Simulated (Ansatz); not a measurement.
# TiB (Pnma) in Ansatz: band structure with HSE06

Aim: the band structure of TiB with HSE06.

Everything below comes from runs of Ansatz 0.2.0. Logs are shortened: lines on timing, memory, paths and dates and some standing lists are left out, and cuts for length are marked.

### Step 1. The structure

The structure is orthorhombic, space group Pnma (No. 62). Conventional cell: a = 6.120 Å, b = 3.060 Å, c = 4.560 Å, α = 90.00°, β = 90.00°, γ = 90.00°. Ti (site symmetry m) is surrounded by 7 B at 2.34 to 2.54 Å. B (site symmetry m) has 2 B at 1.83 Å as nearest neighbours.

### Step 2. Band structure, HSE06

Contents of input:

```
crystal:
  lattice:
    - [6.12, 0.0, 0.0]
    - [0.0, 3.06, 0.0]
    - [0.0, 0.0, 4.56]
  atoms:
    - { symbol: Ti, position: [0.677, 0.25, 0.377] }
    - { symbol: Ti, position: [0.323, 0.75, 0.623] }
    - { symbol: Ti, position: [0.823, 0.75, 0.877] }
    - { symbol: Ti, position: [0.177, 0.25, 0.123] }
    - { symbol: B, position: [0.529, 0.25, 0.897] }
    - { symbol: B, position: [0.471, 0.75, 0.103] }
    - { symbol: B, position: [0.971, 0.75, 0.397] }
    - { symbol: B, position: [0.029, 0.25, 0.603] }
hamiltonian:
  xc: hse06
  pseudopotentials: { kind: paw }
kpoints:
  mp_grid: { grid: [4, 6, 4] }
  band_path:
    path:
      - [[0.0, 0.0, 0.0], [0.0, 0.5, 0.0], [0.0, 0.5, 0.5], [0.0, 0.0, 0.5], [0.0, 0.0, 0.0], [0.5, 0.0, 0.0], [0.5, 0.5, 0.0], [0.5, 0.5, 0.5], [0.5, 0.0, 0.5], [0.5, 0.0, 0.0]]
      - [[0.0, 0.0, 0.5], [0.5, 0.0, 0.5]]
      - [[0.5, 0.5, 0.0], [0.0, 0.5, 0.0]]
      - [[0.0, 0.5, 0.5], [0.5, 0.5, 0.5]]
    npoints: 4
scf:
  occupations: { method: fermi_dirac, width: 0.05 }
  n_extra_bands: 20
output:
  forces: true
  stress: true
  eigenvalues: true
  fatbands: false
  write_density: true
  write_potential: true
  elf: true
  volumetric_format: npy
```

Potentials or basis: Ansatz PAW.

The log of the run:

```text
Warning: output.stress: scf.convergence.dr2_threshold = 1e-7 eV (the SCF's general default) is looser than the 8e-10 eV advised for a printed stress (1e-10 eV for each atom of the cell: 8). What an SCF threshold leaves in a stress goes as its square root, and in the free energy as the threshold itself, and one threshold admits the most on a small cell: of the crystals measured, under no hybrid functional and no lock of the moments, on runs that ended without the residual-converged pass, on stresses that held no estimate of that error, the worst erred by over 100 MPa in a component at 1e-7 eV an atom and by under 5 at 1e-10. Set scf.convergence.dr2_threshold to 8e-10 eV or tighter. The threshold is an SCF's pass mark: one that does not reach it within its budget of iterations ends unconverged, or closes short of it on a stop that the run arms, and scf.convergence.dr2_threshold's page says what that costs each kind of run
Warning: output.stress: scf.exx.energy_threshold = 1e-6 eV is looser than the 8e-8 eV advised for a stress under a hybrid functional (1e-8 eV for each atom of the cell: 8). Every SCF of the exchange loop can meet its threshold on dr2 while the loop round them stops early: no threshold on dr2 bounds what that leaves in the stress. Set scf.exx.energy_threshold to 8e-8 eV or tighter. The threshold is the loop's pass mark: a loop that does not reach it within its budget of cycles ends unconverged, and scf.exx.energy_threshold's page has the law
scf.n_extra_bands = 20 over 30 filled bands (N_el = 60.0): the run solves 50 bands
GPUs: using 1 of 1 available (devices: 1).
Engine: ansatz 0.2.0, x86_64-unknown-linux-gnu
Pseudopotentials: kind: paw
Pseudopotential: Ti, paw, valence charge 12, recommended cutoff 420 eV (normal), Ti.paw.azcp
Pseudopotential: B, paw, valence charge 3, recommended cutoff 420 eV (normal), B.paw.azcp
Functional definition: HSE06
  parameter a = 0.25
  parameter omega = 0.11/bohr
  exchange = pbe_x - a*pbe_x_sr(omega) + a*exact_x_sr(omega)
  correlation = pbe_c
device memory: the entry about to start is reckoned to put 1.3 GiB on a device that reports 66.6 GiB free (of which the cap on the GPU budget leaves the run 18.0 GiB)
GPU FFT provider: cuFFT
GPU libraries: cuBLAS 13.8.2, cuFFT 12.4.0, cuSOLVER 12.3.4
Crystal: 8 atoms, lattice volume = 85.396 Å³
Basis set: ecut = 420 eV, 1657 PW (Γ), exchange–correlation on 90×48×64 points (8 copies of the dense FFT grid, shifted against one another)
Bands: 50, of which v1, the nominal top of the filled ones, is band 30 counted from 1 (29 counted from 0)
Symmetry: 8 space group operations
Space group: Pnma (ITA 62), of the structure as read, at distance tolerance 4.4e-5 Å
k-points: 36 of 96
Non-local potential: Ti, projectors of the file, l = 0: 3, l = 1: 2, l = 2: 3, l = 3: 1
Non-local potential: B, projectors of the file, l = 0: 2, l = 1: 2, l = 2: 1
PAW form: soft (Blöchl's): semilocal exchange-correlation on the pseudo side does not see the compensation charge
PAW frozen core: Ti, regenerated for the run's functional, and the local potential with it (the file was generated under x = pbe(κ = 0.804, μ = 0.2195149727645171), c = pbe(β = 0.06672455060314922))
PAW frozen core: B, regenerated for the run's functional, and the local potential with it (the file was generated under x = pbe(κ = 0.804, μ = 0.2195149727645171), c = pbe(β = 0.06672455060314922))
PAW one-centre angular grid: Ti, 590 points (default); XC on 64 Gauss nodes
PAW one-centre angular grid: B, 110 points (default); XC on 64 Gauss nodes
Initial density: superposition of atomic densities (neutral atoms: chi_scale 0, normalization atom), corrected by the library's trained network
Initial wavefunctions: pseudopotential atomic-orbital guess
GPU buffer pool allocated for 34560 grid points (all kernels)
GPU transforms: local potential and band sums: pruned to the plane-wave sphere, on 45×24×32
Functional: x = pbe(κ = 0.804, μ = 0.2195149727645171), c = pbe(β = 0.06672455060314922), warm-up for x = pbe(κ = 0.804, μ = 0.2195149727645171) + 0.25 (exact − pbe) at short range (hse, ω = 0.20786987370883472 Å⁻¹), c = pbe(β = 0.06672455060314922); HSE06 as pw.x's `hse` composes it (authors' and Libxc's form: `xc: wpbeh`)
SCF iter   1: F=—  HF=-10629.054935 eV  |F-HF|=—  |Δ(HF+E_count)|=         —  Δρ=3.54e-3  dr2=9.24e-3  ethr=1.77e-3  ⟨swp⟩=5.3  Hψ=7079  notcnv=0
preconditioner: auto → Kerker (q_TF=auto, 2.572 Å⁻¹)  [metal: Δε(μ)=0.006 eV  Ē_g=7.621 eV  σ=0.050 eV  W_gap=0.03  n_scr=24 (ndim 8)  ℏωp=21.3 eV  f_vac=0.000  D(μ)=4.38/eV (n_scr^D=42)]
SCF iter   2: F=—  HF=-10629.054783 eV  |F-HF|=—  |Δ(HF+E_count)|=   1.53e-4  Δρ=2.03e-3  dr2=3.73e-3  ethr=1.54e-5  ⟨swp⟩=3.0  Hψ=3313  notcnv=0
iter 3 solved again at ethr=1.24e-7 eV; its pass at ethr=6.22e-6 eV (dr2=7.45e-5 eV) is discarded
SCF iter   3: F=—  HF=-10629.054385 eV  |F-HF|=—  |Δ(HF+E_count)|=   3.98e-4  Δρ=2.58e-4  dr2=6.95e-5  ethr=1.24e-7  ⟨swp⟩=3.8  Hψ=6684  notcnv=0
SCF iter   4: F=—  HF=-10629.054373 eV  |F-HF|=—  |Δ(HF+E_count)|=   1.20e-5  Δρ=5.57e-5  dr2=2.83e-6  ethr=1.16e-7  ⟨swp⟩=3.0  Hψ=3099  notcnv=0
SCF iter   5: F=—  HF=-10629.054373 eV  |F-HF|=—  |Δ(HF+E_count)|=   1.15e-7  Δρ=1.38e-5  dr2=1.15e-7  ethr=4.71e-9  ⟨swp⟩=3.2  Hψ=3683  notcnv=0
SCF iter   6: F=—  HF=-10629.054373 eV  |F-HF|=—  |Δ(HF+E_count)|=   4.29e-9  Δρ=2.72e-6  dr2=5.34e-9  ethr=1.91e-10  ⟨swp⟩=4.0  Hψ=3494  notcnv=0
[... 36 lines left out ...]
SCF iter   5: F=—  HF=-10627.475208 eV  |F-HF|=—  |Δ(HF+E_count)|=   1.91e-7  Δρ=5.59e-6  dr2=2.95e-8  ethr=2.85e-12  ⟨swp⟩=5.3  Hψ=6455  notcnv=0  defer=1
SCF iter   6: F=—  HF=-10627.475208 eV  |F-HF|=—  |Δ(HF+E_count)|=   7.71e-9  Δρ=6.91e-7  dr2=4.54e-9  ethr=2.85e-12  ⟨swp⟩=4.6  Hψ=4337  notcnv=0
SCF iter   7: F=—  HF=-10627.475208 eV  |F-HF|=—  |Δ(HF+E_count)|=   1.34e-8  Δρ=1.38e-6  dr2=1.44e-9  ethr=1.24e-12 (applied; sched 1.00e-12)  ⟨swp⟩=4.0  Hψ=3932  notcnv=0
SCF iter   8: F=—  HF=-10627.475208 eV  |F-HF|=—  |Δ(HF+E_count)|=   7.33e-9  Δρ=5.73e-7  dr2=2.26e-10  ethr=1.00e-12  ⟨swp⟩=3.0  Hψ=3072  notcnv=0
SCF iter   9: F=-10627.475208 eV  HF=-10627.475208 eV  |F-HF|=1.64e-11  |Δ(HF+E_count)|=   4.46e-9  Δρ=1.24e-7  dr2=1.89e-11  ethr=1.00e-12  ⟨swp⟩=2.6  Hψ=2957  notcnv=0
SCF 3 converged in 9 iterations: F = -10627.475208 eV  dr2 = 1.89e-11
  Residual-converged pass: ⟨swp⟩=3.0  Hψ=3617  notcnv=0  max |occ|·‖R‖ = 2.7e-7 eV (tolerance 2.7e-7 eV)  dr2=2.16e-11  dr2_onsite=1.36e-12  max |Δocc| = 1.7e-12
hybrid outer 2: dexx = +3.593e-6 eV, tail = 4.18e-8 eV, Δε = 2.84e-3 eV (about 5.44e-5 eV left of the loop's levels), ΔF = 5.26e-3 eV/Å (tail 8.88e-4)
device memory: the entry about to start is reckoned to put 1.0 GiB on a device that reports 65.7 GiB free (of which the cap on the GPU budget leaves the run 18.0 GiB)
NSCF: frozen V_eff on 52 k-points, pencils in batches of 32, up to order 220
hybrid SCF converged: 2 outer / 16 inner (+7 warm-up), last move |dexx| = 3.59e-6 eV, tail = 4.18e-8 eV
Stability not checked: this state was not tested for a lower state beside it, because the functional holds exact exchange (a hybrid, or Hartree-Fock), whose exchange loop this test does not read (fock_operator; see scf.lower_state_search)
Free energy (F): -10627.475207 eV
Frozen-core exchange: fock
Harris-Foulkes:  -10627.475207 eV  (|F-HF|=1.64e-11)
Internal energy: -10627.450029 eV  (E = F + TS)
E sigma→0 (E₀):  -10627.462618 eV
Entropy (-TS):   -0.025178 eV (-3.147 meV/atom)
Fermi energy:    13.956631 eV
--- Per-component energies (eV) ---
  E_band       = -631.025710
  E_kinetic    = 1286.494914
  E_local      = -3127.678724  (includes V_loc(G=0)·N_el)
  E_nonlocal   = 58.306758
  E_hartree    = 1299.448078
  E_xc         = -425.772888
  E_vxc        = -521.134028  (∫ρ·V_xc dr)
  E_exx        = -179.020955  (= α·E_x^exact, valence–valence)
  E_paw        = -4416.793680  (= ΣΔE_a)
  E_vpaw       = -567.869359  (= ΣTr[D̂ρ^β])
  E_aug_tail   = 0.000428  (compensation charges beyond the density's cutoff)
  E_ewald      = -5121.695981
  E_core_change = -0.737978  (= ΣΔE_core)
  E_smearing   = -0.025178  (= −TS)
  E_closure    = -0.000000  (closes the sum)
  Σ components = -10627.475207   (vs F -10627.475207, Δ=0.00e0)
--- Forces (eV/Å), atoms counted from 1 ---
  atom   1  Ti     0.22295611    -0.00000000    -0.01842332
  atom   2  Ti    -0.22295611    -0.00000000     0.01842332
  atom   3  Ti    -0.22295611    -0.00000000    -0.01842332
  atom   4  Ti     0.22295611    -0.00000000     0.01842332
  atom   5  B      0.11239575     0.00000000     0.21852024
  atom   6  B     -0.11239575     0.00000000    -0.21852024
  atom   7  B     -0.11239575    -0.00000000     0.21852024
  atom   8  B      0.11239575     0.00000000    -0.21852024
  max |Σ_I F_I| component: 5.55e-17 eV/Å
--- Stress (GPa, compression-positive) ---
       -5.006982       0.000000       0.000000
        0.000000      -5.492061       0.000000
        0.000000       0.000000      -4.210896
  P = ⅓ Tr σ = -4.9033 GPa (-49.033 kbar)
--- Band table (eV; the first three rows and the last of 36) ---
  k-point 0: bands = ["-47.2967", "-47.2351", "-47.1856", "-47.1485", "-22.1571", "-22.1539", "-22.1074", "-21.9490", "-21.8952", "-21.8368", "-21.7363", "-21.7227", "-21.6581", "-21.6413", "-21.5906", "-21.5892", "1.1642", "3.0818", "7.4017", "7.9173", "9.3775", "10.4186", "10.6622", "10.9437", "11.3334", "12.2873", "12.6026", "12.7031", "14.8275", "15.0192", "15.3041", "15.5507", "15.8885", "15.9635", "16.0021", "16.4939", "16.6238", "16.9163", "17.5818", "18.2754", "18.5615", "18.5676", "19.2939", "19.9595", "20.4510", "20.8969", "21.1014", "22.1732", "22.3125", "24.0518"]
  k-point 1: bands = ["-47.2809", "-47.2222", "-47.2025", "-47.1607", "-22.2066", "-22.0739", "-22.0474", "-21.9941", "-21.8599", "-21.8101", "-21.7155", "-21.7134", "-21.7083", "-21.6836", "-21.6186", "-21.6128", "1.5320", "2.9369", "7.6974", "7.8044", "8.3550", "10.0320", "10.9838", "11.5826", "11.8778", "12.0747", "12.3755", "12.7537", "13.9808", "15.2768", "15.3908", "15.7282", "16.0216", "16.2187", "16.3404", "16.5550", "16.8370", "16.8879", "17.6015", "17.8504", "18.1701", "18.8442", "18.9749", "19.4982", "20.3119", "20.9203", "21.1099", "22.1533", "22.3616", "22.7944"]
  k-point 2: bands = ["-47.2422", "-47.2422", "-47.1912", "-47.1912", "-22.1620", "-22.1620", "-21.9352", "-21.9352", "-21.8356", "-21.8356", "-21.7463", "-21.7463", "-21.6814", "-21.6814", "-21.6648", "-21.6648", "2.3491", "2.3491", "7.4809", "7.4809", "9.1496", "9.1496", "11.3279", "11.3279", "12.0019", "12.0019", "12.7770", "12.7770", "13.9107", "13.9107", "15.9664", "15.9664", "16.5427", "16.5427", "16.6712", "16.6712", "17.1580", "17.1580", "17.7665", "17.7665", "18.0952", "18.0952", "18.7200", "18.7200", "20.1117", "20.1117", "21.6666", "21.6666", "22.6996", "22.6996"]
  k-point 35: bands = ["-47.1905", "-47.1905", "-47.1905", "-47.1905", "-22.1655", "-22.1655", "-22.1655", "-22.1655", "-21.8642", "-21.8642", "-21.8642", "-21.8642", "-21.6797", "-21.6797", "-21.6797", "-21.6797", "5.2592", "5.2592", "5.2592", "5.2592", "10.0465", "10.0465", "10.0465", "10.0465", "11.7428", "11.7428", "11.7428", "11.7428", "13.2552", "13.2552", "13.2552", "13.2552", "16.9883", "16.9883", "16.9883", "16.9883", "18.1857", "18.1857", "18.1857", "18.1857", "18.8762", "18.8762", "18.8762", "18.8762", "21.8706", "21.8706", "21.8706", "21.8706", "24.4742", "24.4742"]
```

Run time: 2.9 min. Hardware: 1 × NVIDIA H100 80GB HBM3 with 2 threads of AMD EPYC 7R13 (Zen 3), shared host; peak memory 3.2 GiB.

Results:

* Free energy: -10627.4752 eV
* Pressure: -4.9 GPa
* Largest force: 0.246 eV/Å
* Band gap on the k mesh: none (metal or under the smearing width)

Forces in eV/Å, atoms in the order of the input:
```
Ti   0.223  0.000 -0.018
Ti  -0.223  0.000  0.018
Ti  -0.223  0.000 -0.018
Ti   0.223  0.000  0.018
B    0.112  0.000  0.219
B   -0.112  0.000 -0.219
B   -0.112  0.000  0.219
B    0.112  0.000 -0.219
```

Stress tensor (GPa, compression positive):
```
-5.01  0.00  0.00
 0.00 -5.49  0.00
 0.00  0.00 -4.21
```

Levels at the corners of the path, in eV from the Fermi level:
```
point  band 27  band 28  band 29  band 30  band 31  band 32  band 33  band 34
    Γ    -1.35    -1.25     0.87     1.06     1.35     1.59     1.93     2.01
    X    -2.44    -2.44    -1.22    -1.22    -0.79    -0.79     3.65     3.65
    S    -2.03    -2.03     0.00     0.00     0.77     0.77     1.25     1.25
    Y    -1.18    -1.18    -0.05    -0.05     2.01     2.01     2.59     2.59
    Γ    -1.35    -1.25     0.87     1.06     1.35     1.59     1.93     2.01
    Z    -1.80    -1.80     0.64     0.64     1.16     1.16     2.21     2.21
    U    -2.61    -2.61    -1.12    -1.12    -1.12    -1.12     3.95     3.95
    R    -2.21    -2.21    -0.70    -0.70    -0.70    -0.70     3.03     3.03
    T    -1.58    -1.58     0.42     0.42     1.42     1.42     2.42     2.42
    Z    -1.80    -1.80     0.64     0.64     1.16     1.16     2.21     2.21
    Y    -1.18    -1.18    -0.05    -0.05     2.01     2.01     2.59     2.59
    T    -1.58    -1.58     0.42     0.42     1.42     1.42     2.42     2.42
    U    -2.61    -2.61    -1.12    -1.12    -1.12    -1.12     3.95     3.95
    X    -2.44    -2.44    -1.22    -1.22    -0.79    -0.79     3.65     3.65
    S    -2.03    -2.03     0.00     0.00     0.77     0.77     1.25     1.25
    R    -2.21    -2.21    -0.70    -0.70    -0.70    -0.70     3.03     3.03
```

Caveat: the PAW data sets come from PBE, with cores solved anew for the run's functional, which leaves a small shift of forces and pressure; the thresholds are loose for stress.
